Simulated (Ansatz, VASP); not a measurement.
**InP in VASP and in Ansatz**

```
In P
1.0
     0.00000    2.93050    2.93050
     2.93050    0.00000    2.93050
     2.93050    2.93050    0.00000
In P
1 1
Direct
  0.00000 0.00000 0.00000
  0.25000 0.25000 0.25000
```

Alike in both runs: task relaxation of cell and atoms; functional r2SCAN; k mesh 8 × 8 × 8; occupations gaussian, width 0.02 eV; no spin polarisation.

|  | VASP | Ansatz |
| --- | --- | --- |
| version | VASP 6.6.1 | Ansatz 0.2.0 |
| potentials or method | VASP PAW PBE potentials, release 64 (In_d, P) | scalar-relativistic, plane waves, PAW |
| plane-wave cutoff (eV) | 600 | 500 |
| valence electrons in the cell | 18 | 18 |

|  | VASP | Ansatz | Ansatz less VASP |
| --- | --- | --- | --- |
| gap on the k mesh at the Fermi level, each at its own relaxed structure (eV) | 1.04 | 1.03 | -0.012 |
| relaxed volume (Å³/atom) | 25.73 | 25.77 | +0.037 |
| relaxed cell length with the largest relative difference (Å) | 4.175 | 4.177 | +0.0020 |
| energy change over the relaxation (meV/atom) | -3 | -3 | -0.3 |

Caveats: the PAW data sets were made with another functional, which shifts forces and pressure a little (VASP); spin-orbit coupling is left out, which moves the levels of the heavy elements. r2SCAN opens gaps a little over a GGA but as a rule still falls short of measured ones. Zero-point motion and thermal expansion aren't in these numbers.
